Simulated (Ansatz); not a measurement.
All numbers below come from DFT PBE, scalar-relativistic, plane waves, PAW in Ansatz. Settings: cutoff 420 eV, Γ-centred meshes spaced at most about 0.3 Å⁻¹, and about 0.25 Å⁻¹ or finer for metals (2π included), Gaussian smearing. No spin polarisation.

Temperature and zero-point effects are left out.

**Question.** Which of these relaxed structures of Sb₅S₂ is the lowest in energy?
A.

```xyz
14
Lattice="4.4686 0.0000 0.0000 0.0000 4.1180 0.0000 -1.8495 0.0000 21.1956" Properties=species:S:1:pos:R:3 pbc="T T T"
Sb    2.4333    3.0885    8.9358
Sb    2.4026    3.0885   11.8945
Sb    0.1859    1.0295   12.2598
Sb    0.2165    1.0295    9.3011
Sb    1.0179    1.0295   15.6377
Sb   -0.6417    3.0885   17.9988
Sb   -0.6258    3.0885   20.9331
Sb    3.2450    1.0295    0.2625
Sb    1.6013    3.0885    5.5579
Sb    3.2609    1.0295    3.1969
S     1.8725    1.0295   18.0576
S     2.5127    3.0885   15.0348
S     0.7467    3.0885    3.1380
S     0.1065    1.0295    6.1608
```

B.

```xyz
7
Lattice="2.0454 1.1809 14.2375 -2.0454 1.1809 14.2375 0.0000 -2.3618 14.2375" Properties=species:S:1:pos:R:3 pbc="T T T"
Sb    0.0000    0.0000   18.3457
Sb    0.0000    0.0000   30.3963
Sb    0.0000    0.0000   24.3667
Sb    0.0000    0.0000   12.3161
Sb    0.0000    0.0000    0.0000
S     0.0000    0.0000    5.4272
S     0.0000    0.0000   37.2852
```

C.

```xyz
7
Lattice="2.0608 1.1898 13.3363 -2.0608 1.1898 13.3363 0.0000 -2.3796 13.3363" Properties=species:S:1:pos:R:3 pbc="T T T"
Sb    0.0000    0.0000    0.0000
Sb    0.0000    0.0000   17.0428
Sb    0.0000    0.0000   22.9662
Sb    0.0000    0.0000    5.3557
Sb    0.0000    0.0000   34.6533
S     0.0000    0.0000   28.1691
S     0.0000    0.0000   11.8399
```

**Answer.** C. The next of these, A, lies 64 meV/atom higher. Forms: C R-3m; A P2_1/m; B R-3m. Counting Sb atoms around S (those within 1.25 times the shortest such distance or 1.15 times the sum of covalent radii, 1.27 where that leaves under three; a plus sign parts nearer from farther groups; a slash parts the counts of unlike sites): C has S 3+3; A has S 1+2/2+2; B has S 3. C holds Sb–Sb nets (shortest 2.90 Å); A holds Sb–Sb nets (shortest 2.93 Å); B holds Sb–Sb nets (shortest 3.04 Å). All come from invented guesses.

No dispersion correction is applied, so the spacing and binding between layers, chains or molecules are poorly described (R-3m at 28.0 Å³/atom, R-3m at 29.5 Å³/atom), and this can change margins and order among such cells. These runs have no spin–orbit coupling, which can matter for Sb. In R-3m at 28.0 Å³/atom, R-3m at 29.5 Å³/atom an odd number of electrons in the primitive cell allows no gap without spin; a larger cell or a magnetic state could open one. Cells relaxed within their symmetry can be saddle points. Some types were kept out of the candidates beforehand, so the set may lack a known form.
